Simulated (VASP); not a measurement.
Here is a VASP 6.6.1 calculation.

File INCAR:

```
ALGO = Fast ; EDIFF = 1E-7
ENCUT = 520 ; GGA = PE
ISIF = 2 ; ISMEAR = 0
LASPH = True ; LCHARG = False
LREAL = False ; LWAVE = False
NBANDS = 20 ; NELM = 100
PREC = Accurate ; SIGMA = 0.1
```

The input KPOINTS:

```
k-points
0
Gamma
  9 9 8
```

Contents of POSCAR:

```
Rb
1.0
    8.0855713165      0.0000000000      0.0000000000
   -4.0427856582      7.0023101642      0.0000000000
    0.0000000000      0.0000000000      4.8568061038
Rb
3
Direct
    0.3333333333      0.6666666667      0.5000000000
    0.0000000000      0.0000000000      0.0000000000
    0.6666666667      0.3333333333      0.5000000000
```

Potentials or basis: VASP PAW PBE potentials, release 64 (Rb_sv).

Run with:

```bash
$ cat potpaw_PBE.64/Rb_sv/POTCAR > POTCAR
$ mpirun -np 1 vasp_std > vasp.out
```

(1) What does it give for the pressure?

(2) Estimate the band gap on the k mesh.

Answers

(1) 0.0 GPa.

(2) none (metal or under the smearing width).
